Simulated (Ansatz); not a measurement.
# Cr in Ni(111), 2x2: scattering by a point defect, part 3 of 3

How strong a scatterer is Cr in Ni(111), 2x2, and does relaxation matter?

Ansatz 0.2.0; Ansatz plane-wave DFT, PBE, PAW files, collinear spin; ballistic transport by layer matching (Landauer), zero bias; PAW set soft_1 (the session's first sound run).

So far, resistivity per at.% scaled from this dense plane, with the factor 3/4 for isotropic scattering (µΩ cm): step 3 (resistance at ideal sites) 5.91.

## Step 5: Transmission after relaxation, relaxed yes

The transmission is solved again on the relaxed atoms.

This step: Ansatz plane-wave DFT, PBE, PAW files, collinear spin; ballistic transport by layer matching (Landauer), zero bias; PAW set soft_1 (Ansatz 0.2.0).

input.yaml

```yaml
crystal:
  lattice:
    - [4.9836885938, 0.0, 0.0]
    - [-2.4918442969, 4.3160009268, 0.0]
    - [-1.2459221485, 0.7193334878, 22.3804058349]
  atoms:
    - { symbol: Ni, position: [0.0075757576, 0.9924242424, 0.0454545455], spin: 1.0 }
    - { symbol: Ni, position: [0.0075757576, 0.4924242424, 0.0454545455], spin: 1.0 }
    - { symbol: Ni, position: [0.5075757576, 0.9924242424, 0.0454545455], spin: 1.0 }
    - { symbol: Ni, position: [0.5075757576, 0.4924242424, 0.0454545455], spin: 1.0 }
    - { symbol: Ni, position: [0.1893939394, 0.3106060606, 0.1363636364], spin: 1.0 }
    - { symbol: Ni, position: [0.1893939394, 0.8106060606, 0.1363636364], spin: 1.0 }
    - { symbol: Ni, position: [0.6893939394, 0.3106060606, 0.1363636364], spin: 1.0 }
    - { symbol: Ni, position: [0.6893939394, 0.8106060606, 0.1363636364], spin: 1.0 }
    - { symbol: Ni, position: [0.3712121212, 0.1287878788, 0.2272727273], spin: 1.0 }
    - { symbol: Ni, position: [0.3712121212, 0.6287878788, 0.2272727273], spin: 1.0 }
    - { symbol: Ni, position: [0.8712121212, 0.1287878788, 0.2272727273], spin: 1.0 }
    - { symbol: Ni, position: [0.8712121212, 0.6287878788, 0.2272727273], spin: 1.0 }
    - { symbol: Ni, position: [0.0530260061, 0.9469601229, 0.3182399423], spin: 1.0 }
    - { symbol: Ni, position: [0.0528312304, 0.4471687696, 0.3170147534], spin: 1.0 }
    - { symbol: Ni, position: [0.5530795073, 0.9469204927, 0.3182533977], spin: 1.0 }
    - { symbol: Ni, position: [0.5530398771, 0.4469739939, 0.3182399423], spin: 1.0 }
    - { symbol: Ni, position: [0.2347461613, 0.2652538387, 0.4090711134], spin: 1.0 }
    - { symbol: Ni, position: [0.2347551416, 0.7649327431, 0.4090655542], spin: 1.0 }
    - { symbol: Ni, position: [0.7350672569, 0.2652448584, 0.4090655542], spin: 1.0 }
    - { symbol: Ni, position: [0.7348776185, 0.7651223815, 0.4091271287], spin: 1.0 }
    - { symbol: Cr, position: [0.4166666667, 0.0833333333, 0.5], spin: 2.5 }
    - { symbol: Ni, position: [0.4166666667, 0.5833333333, 0.5], spin: 1.0 }
    - { symbol: Ni, position: [0.9166666667, 0.0833333333, 0.5], spin: 1.0 }
    - { symbol: Ni, position: [0.9166666667, 0.5833333333, 0.5], spin: 1.0 }
    - { symbol: Ni, position: [0.0982660764, 0.9014218083, 0.5909344458], spin: 1.0 }
    - { symbol: Ni, position: [0.0984557148, 0.4015442852, 0.5908728713], spin: 1.0 }
    - { symbol: Ni, position: [0.598587172, 0.901412828, 0.5909288866], spin: 1.0 }
    - { symbol: Ni, position: [0.5985781917, 0.4017339236, 0.5909344458], spin: 1.0 }
    - { symbol: Ni, position: [0.280253826, 0.219746174, 0.6817466023], spin: 1.0 }
    - { symbol: Ni, position: [0.2802934562, 0.7196926727, 0.6817600577], spin: 1.0 }
    - { symbol: Ni, position: [0.7803073273, 0.2197065438, 0.6817600577], spin: 1.0 }
    - { symbol: Ni, position: [0.7805021029, 0.7194978971, 0.6829852466], spin: 1.0 }
    - { symbol: Ni, position: [0.4621212121, 0.0378787879, 0.7727272727], spin: 1.0 }
    - { symbol: Ni, position: [0.4621212121, 0.5378787879, 0.7727272727], spin: 1.0 }
    - { symbol: Ni, position: [0.9621212121, 0.0378787879, 0.7727272727], spin: 1.0 }
    - { symbol: Ni, position: [0.9621212121, 0.5378787879, 0.7727272727], spin: 1.0 }
    - { symbol: Ni, position: [0.1439393939, 0.8560606061, 0.8636363636], spin: 1.0 }
    - { symbol: Ni, position: [0.1439393939, 0.3560606061, 0.8636363636], spin: 1.0 }
    - { symbol: Ni, position: [0.6439393939, 0.8560606061, 0.8636363636], spin: 1.0 }
    - { symbol: Ni, position: [0.6439393939, 0.3560606061, 0.8636363636], spin: 1.0 }
    - { symbol: Ni, position: [0.3257575758, 0.1742424242, 0.9545454545], spin: 1.0 }
    - { symbol: Ni, position: [0.3257575758, 0.6742424242, 0.9545454545], spin: 1.0 }
    - { symbol: Ni, position: [0.8257575758, 0.1742424242, 0.9545454545], spin: 1.0 }
    - { symbol: Ni, position: [0.8257575758, 0.6742424242, 0.9545454545], spin: 1.0 }
magnetization:
  spin_polarized: true
kpoints:
  mp_grid: { grid: [5, 5, 1] }
hamiltonian:
  xc: pbe
  pseudopotentials: { kind: paw, azcp: { folder: soft_1 } }
scf:
  occupations: { method: fermi_dirac, width: 0.1 }
output:
  transmission:
    leads: [[0, 4]]
    kmesh: [10, 10]
    e_range: [-0.05, 0.05]
    de: 0.05
  write_potential: true
  write_density: true
  volumetric_format: npy
```

On the command line:

```sh
ansatz run input.yaml --threads 4 --pin off --max-ram 15360MiB --backend cpu --events-out ev --progress --plain --runs-dir out
```

Numbers of over 12 decimals in the logs are rounded to 6 here.

What it wrote:

```text
[...]
Crystal: 44 atoms, lattice volume = 481.394 Å³
Basis set: ecut = 420 eV, 9399 PW (Γ)
Bands: 501, of which v1, the nominal top of the filled ones, is band 394 counted from 1 (393 counted from 0)
Symmetry: 4 space group operations
[...]
k-points: 9 of 25
[...]
Starting moments: Σ|m| = 45.5 μB on 44 of 44 sites
[...]
SCF iter   1: F=—  HF=-254458.963787 eV  |F-HF|=—  |Δ(HF+E_count)|=         —  Δρ=7.46e-2 (↑7.46e-2 ↓4.25e-2)  dr2=3.22e1  dr2_m=5.68e0  M=32.994 μB ∫|m|=35.122 μB  β_m=0.30  ethr=3.10e-3  ⟨swp⟩=5.0  Hψ=29694  notcnv=0  defer=385
[...]
SCF iter  33: F=-254486.934301 eV  HF=-254486.934301 eV  |F-HF|=4.44e-8  |Δ(HF+E_count)|=   1.51e-9  Δρ=1.09e-6 (↑3.59e-7 ↓1.09e-6)  dr2=4.47e-8  dr2_m=8.51e-10  M=28.627 μB ∫|m|=32.104 μB  ethr=7.80e-12  ⟨swp⟩=7.6  Hψ=35932  notcnv=0
SCF 1 converged in 33 iterations: F = -254486.934301 eV  dr2 = 4.47e-8
[...]
transmission: 183 of 1798 steps passed
transmission: 366 of 1798 steps passed
[...]
transmission: 1798 of 1798 steps passed
SCF converged after 33 iterations
Magnetization: 28.6269 μB (408.3135 up, 379.6865 down)
Absolute magnetization: 32.1421 μB (∫|ρ↑−ρ↓|, with the PAW one-centre terms)
[...]
Per-site moments (μB) at R_I (Å): [(0.707777, 1.027886), (0.704055, 1.027886), (0.702836, 1.027886), (0.707777, 1.027886), (0.704003, 1.027886), (0.705810, 1.027886), (0.705810, 1.027886), (0.710132, 1.027886), (0.714569, 1.027886), (0.702854, 1.019112), (0.702854, 1.019112), (0.704888, 1.019098), (0.693088, 1.027400), (0.663173, 1.019098), (0.696019, 1.027285), (0.693088, 1.027400), (0.518143, 1.027214), (0.519316,  [...]
Free energy (F): -254486.934301 eV
[...]
Internal energy: -254484.620130 eV  (E = F + TS)
E sigma→0 (E₀):  -254485.777216 eV
Entropy (-TS):   -2.314171 eV (-52.595 meV/atom)
Fermi energy:    17.888160 eV
[...]
--- Band table (eV; the first three rows and the last of 18) ---
  k-point 0 ↑: bands = [... 390 lower, 17.3485, 17.3629, 17.3662, 17.3687, 17.3777, 17.3876, 17.3901, 17.3905, ... 103 higher]
  k-point 1 ↑: bands = [... 390 lower, 17.2905, 17.2994, 17.3072, 17.3199, 17.3422, 17.3551, 17.3593, 17.3891, ... 103 higher]
  k-point 2 ↑: bands = [... 390 lower, 17.2691, 17.2762, 17.2813, 17.2969, 17.2988, 17.3179, 17.3293, 17.3345, ... 103 higher]
  k-point 8 ↓: bands = [... 390 lower, 18.0534, 18.0651, 18.0729, 18.0845, 18.1043, 18.1105, 18.1171, 18.1530, ... 103 higher]
--- Transmission ---
  basis      : 199 plane waves across, 29 finite elements along
  points     : 31, standing for a mesh of 10 x 10
[...]
channels       : 2.490000e0 up, 7.160000e0 down
[...]
junction   : crystal 0 to crystal 0, 0.69 to 21.04 Å
    transmission   : 1.088678e0 up, 4.427567e0 down
[...]
```

Run time: 15 min. Hardware: 4 threads of Arm Neoverse V1, shared host; peak memory 7.4 GiB; 56 min of CPU time.

This step gave:

```
transmission, spin up        : 1.089
transmission, spin down      : 4.428
open channels, spin up       : 2.49
open channels, spin down     : 7.16
step of the lead's potential : 2.1 meV
```

Per spin. The transmission, zone mean by energy, zero at the Fermi level:

```
energy (eV)  T up  T down
    -0.0500  1.08    4.05
     0.0000  1.09    4.43
     0.0500  1.25    4.37
```

Nearest the Fermi level spin up passes 1.09 of 2.49 channels of the lower lead and spin down 4.43 of 7.16.

## Step 6: Resistance after relaxation

This step: Ansatz plane-wave DFT, PBE, PAW files, collinear spin; ballistic transport by layer matching (Landauer), zero bias; area resistance of the defect plane and resistivity an atomic per cent; PAW set soft_1 (Ansatz 0.2.0).

This step gave:

* area resistance: 0.4175 fΩ m²
* T over the leads' mean channel count: 0.5736
* spin asymmetry γ: -0.6888 (R down - R up) / (R down + R up)
* resistivity per at.% scaled from this dense plane, with the factor 3/4 for isotropic scattering: 6.155 µΩ cm

Averaged over the energies near the Fermi level, 57.4 % of the channels pass, which makes 0.417 fΩ m², against 0.401 on ideal sites.

## Step 7: Summary of results

| Quantity | Value |
| --- | --- |
| share of channels that pass, rigid | 0.589 |
| area resistance, rigid | 0.401 fΩ m² |
| resistivity per at.% from the area resistance, times 3/4, rigid | 5.91 µΩ cm |
| share of channels that pass, relaxed | 0.574 |
| area resistance, relaxed | 0.417 fΩ m² |
| resistivity per at.% from the area resistance, times 3/4, relaxed | 6.16 µΩ cm |

In words: The plane of defects adds 0.42 fΩ m². Scaled to one atomic per cent that is 8.2 µΩ cm as it stands and 6.2 with the factor 3/4 for isotropic scattering on a spherical Fermi surface; with the reflection in place of the resistance taken as linear in the density it would be 3.5. These are rough estimates of the dilute value, not bounds. One Cr in each 2x2 cell reflects 43 % of the lead's channels. The relaxed cell differs by 4.1 % in resistance; between the two runs the lead's own channel count goes from 9.34 to 9.45, so sampling may have a part in it. The defect scatters spin up more strongly (asymmetry -0.69). Cr was started parallel to the host; early transition metals often align against it, and that start wasn't tried. The defects form a dense periodic sheet that scatters coherently, unlike a dilute random alloy. T and N are means over the solved energies nearest the Fermi level. One magnetic start was tried, and the two spins conduct in parallel without mixing.

[Logs are printed without paths, hosts, clocks, repeated set-up lines and the standing remarks that a program may print on its own settings, such as how far it seeks lower states.]

[Hosts, paths, dates, database ids (printed as entryN), source tags and the programs' standing remarks are cut or masked in the printed files.]
